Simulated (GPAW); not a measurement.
ZnSe (Stilleite): equation of state with OLYP

The system is ZnSe (Stilleite).

```
Se Zn
1.0
     4.00760    0.00000    0.00000
     2.00380    3.47068    0.00000
     2.00380    1.15689    3.27219
Se Zn
1 1
Direct
  0.75000 0.75000 0.75000
  0.00000 0.00000 0.00000
```

| Quantity | Value |
| --- | --- |
| Program | GPAW 26.7.0 |
| Task | equation of state |
| Functional | OLYP |
| Potentials or basis | PAW data sets generated in the run's folder for this functional |
| Cutoff | 600 eV |
| Basis | pw |
| k mesh | 7 × 7 × 7 |
| Occupations | fermi-dirac, width 0.05 eV |
| Spin | no spin polarisation |

* Equilibrium volume: 24.73 Å³/atom (rough: see the caveat)
* Bulk modulus: 48 GPa (rough)

Energy against volume, from the lowest point:
| volume (Å³/atom) | energy (meV/atom) |
| --- | --- |
| 21.391 | 85.09 |
| 21.846 | 60.47 |
| 22.301 | 40.59 |
| 22.757 | 25.01 |
| 23.212 | 13.29 |
| 23.667 | 5.06 |
| 24.122 | 0.00 |

Run time: 86 s on 1 thread of Arm Neoverse V1 (shared host), peak memory 0.24 GiB.

Caveat: the minimum lies outside the volumes run.
